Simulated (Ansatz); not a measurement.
CaF2: response to strain

The parent structure is CaF₂ in the fluorite structure (space group Fm-3m, No. 225).

```yaml
crystal:
  lattice:
    - [0.00000, 2.71957, 2.71957]
    - [2.71957, 0.00000, 2.71957]
    - [2.71957, 2.71957, 0.00000]
  atoms:
    - { symbol: Ca, position: [0.00000, 0.00000, 0.00000] }
    - { symbol: F, position: [0.25000, 0.25000, 0.25000] }
    - { symbol: F, position: [0.75000, 0.75000, 0.75000] }
```

Cartesian axes are those of the cell as printed.

Strains are applied to the cell and any free atomic positions relax; under biaxial strain the out-of-plane vector relaxes too.

Method: r2SCAN in Ansatz (plane waves to 500 eV, PAW, without spin-orbit coupling).

Notes on the quantities. pressure: mean of the normal stresses, compression positive.

```csv
change,pressure,gap character,band gap,volume per atom
base,0.0 kbar,"indirect, X → Γ",8.03 eV,13.41 Å³
"biaxial strain −4.89 %, plane normal [001], relaxed out of plane",72.6 kbar,"indirect, X → Γ",8.06 eV,12.51 Å³
"biaxial strain −0.29 %, plane normal [001], relaxed out of plane",3.8 kbar,"indirect, X → Γ",8.05 eV,13.35 Å³
"biaxial strain +4.95 %, plane normal [001], relaxed out of plane",-54.8 kbar,"indirect, M → Γ",7.23 eV,14.42 Å³
"biaxial strain +1.17 %, plane normal [110], relaxed out of plane",-11.5 kbar,"indirect, T → Γ",7.93 eV,13.59 Å³
"biaxial strain +1.74 %, plane normal [111], relaxed out of plane",-15.2 kbar,"indirect, F → Γ",7.92 eV,13.66 Å³
"biaxial strain +4.53 %, plane normal [111], relaxed out of plane",…,"indirect, F → Γ",7.76 eV,14.07 Å³
isotropic strain −5.95 %,249.4 kbar,"indirect, X → Γ",9.22 eV,11.16 Å³
isotropic strain −2.10 %,65.8 kbar,"indirect, X → Γ",…,12.58 Å³
uniaxial strain ε_xx = −4.70 %,…,"indirect, M → Γ",8.06 eV,12.78 Å³
```

Complete the table.


- biaxial strain +4.53 %, plane normal [111], relaxed out of plane, pressure: -35.8 kbar
- isotropic strain −2.10 %, band gap: 8.42 eV
- uniaxial strain ε_xx = −4.70 %, pressure: 48.2 kbar

A biaxial case was relaxed in a doubled cell and then solved in the primitive one. Stability against distortions was not tested. Labels are those of the standard path for the cell's own space group.

Ansatz is a quantum-chemistry and plane-wave program.
